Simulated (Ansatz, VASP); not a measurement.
## Two plane-wave programs on Cr

```
CELL_PARAMETERS angstrom
-1.39423 1.39423 1.39423
1.39423 -1.39423 1.39423
1.39423 1.39423 -1.39423
ATOMIC_POSITIONS crystal
Cr 0.00000 0.00000 0.00000
```

Alike in both runs: task electric field gradients; functional LDA; k mesh 22 × 22 × 22; occupations gaussian, width 0.05 eV; no spin polarisation.

```csv
,VASP,Ansatz
version,VASP 6.6.1,Ansatz 0.2.0
potentials or method,"VASP PAW LDA potentials, release 64 (Cr_pv)","scalar-relativistic, plane waves, PAW"
plane-wave cutoff (eV),520,420
valence electrons in the cell,12,14
```

|  | VASP | Ansatz | Ansatz less VASP |
| --- | --- | --- | --- |
| gap on the k mesh at the Fermi level (eV) | none | none | - |
| pressure (GPa) | 0.1 | 0.0 | -0.06 |
| Vzz of the field gradient on the site that differs most (V/Å²) | 0.0 | 0.0 | -0.01 |

A gap of «none» marks a metal or a gap that the smearing closes. The two sets of potentials don't hold the same shells in valence.

Caveats: the run has no spin polarisation, though such a crystal can be magnetic. Spin polarisation is off, so any magnetic state and its effect on volume and gap are missing.
